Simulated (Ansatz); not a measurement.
Si:

```xyz
2
Lattice="4.1209 0.0000 0.0000 -2.0605 3.5688 0.0000 0.0000 0.0000 2.6548" Properties=species:S:1:pos:R:3 pbc="T T T"
Si    0.0000    2.3792    1.3274
Si    2.0605    1.1896    1.3274
```

The cell was built by a generator and needn't be a form met in nature.

| Quantity | Value |
| --- | --- |
| Program | Ansatz 0.2.0 |
| Task | relaxation of cell and atoms |
| Functional | PBEsol0 |
| Potentials or basis | Ansatz PAW |
| Cutoff | 420 eV (not typed: the program's choice for these potentials) |
| k mesh | 4 × 4 × 5 |
| Occupations | fermi-dirac, width 0.05 eV |
| Spin | no spin polarisation |

At the start: volume 19.52 Å³/atom.

Q: Where does the relaxation end?

A: It ends after 5 steps and the volume is 18.61 Å³/atom (-4.7 %); space group P6/mmm (No. 191, to 0.05 Å).

Step by step:
| step | energy change (eV) | largest force (eV/Å) | volume (Å³) |
| --- | --- | --- | --- |
| 1 | 0.0000 | 0.0000 | 39.04 |
| 2 | -0.0683 | 0.0000 | 37.20 |
| 3 | -0.0698 | 0.0000 | 37.28 |
| 4 | -0.0699 | 0.0000 | 37.22 |
| 5 | -0.0697 | 0.0000 | 37.22 |

Final structure:
```
Si
1.0
     4.11479    0.00000    0.00000
    -2.05739    3.56351    0.00000
     0.00000    0.00000    2.53865
Si
2
Direct
  0.33333 0.66667 0.50000
  0.66667 0.33333 0.50000
```

Caveat: the k mesh is coarse (spacing up to 0.47 Å⁻¹), so the values aren't converged, least of all with exact exchange; the plane-wave basis is chosen anew once the cell has moved, so the energies of steps on either side of that aren't comparable; the PAW data sets come from PBE, with cores solved anew for the run's functional, which leaves a small shift of forces and pressure.
